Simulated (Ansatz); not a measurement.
HfC, 2 atoms in the cell. The structure is orthorhombic, space group Imm2 (No. 44). Conventional cell: a = 2.793 Å, b = 4.994 Å, c = 3.695 Å, α = 90.00°, β = 90.00°, γ = 90.00°. Hf (site symmetry mm2) is surrounded by 2 C at 1.80 Å. C (site symmetry mm2) has 2 Hf at 1.80 Å as nearest neighbours. The cell was built by a generator and needn't be a form met in nature.

```yaml
Program: Ansatz 0.2.0
Task: single point
Functional: PBE
Potentials_or_basis: Ansatz PAW
Cutoff: "420 eV (not typed: the program's choice for these potentials)"
k_mesh: 12 × 12 × 12
Occupations: gaussian, width 0.02 eV
Spin: no spin polarisation
```

Potentials or basis: Ansatz PAW.

Launch:

```sh
$ ansatz run input.yaml --threads 2 --pin off --max-ram 5632MiB --backend cpu --events-out ev --progress --plain --runs-dir out
```

Hardware: 2 threads of Intel(R) Xeon(R) Processor @ 2.70GHz, on a shared host.

Task: Estimate the wall time of this run.

Result: Wall time 6 s on 2 threads of Intel(R) Xeon(R) Processor @ 2.70GHz, with other jobs on the host, peak memory 0.46 GiB. Counts: scf iterations 6, plane waves 515, k points 280, bands 19.
